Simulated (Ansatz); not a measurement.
Basis-set extrapolation for C7H8 (`C1=C[C@H]2C=C[C@@H]1C2`) (PBE0-D4/def2-TZVP geometry, frozen core, Ansatz 0.2.0). Multiplicity 1, RHF reference.

```tsv
	def2-TZVPP	def2-QZVPP
HF	-269.748007	-269.759424
MP2 correlation	-1.137805	-1.207909
CCSD(T) correlation	-1.234357	not run
```

Energies in hartree. Use E(X) = E(∞) + A·exp(−7.88·√X) for Hartree–Fock and E(X) = E(∞) + B·X^(−2.97) for correlation, with X = 3 and 4, and add CCSD(T) minus MP2 of the smaller set to the MP2 limit.

Question: What is the CCSD(T) energy at the basis-set limit?

Answer: HF limit: -269.759424 + (-0.011417) × 0.13774 = -269.76100. MP2 limit: -1.207909 + (-0.070104) × 0.74074 = -1.25984. Higher-order term: -1.234357 − (-1.137805) = -0.09655. Total: -271.11739 hartree, 84.7 kcal/mol below CCSD(T)/def2-TZVPP.
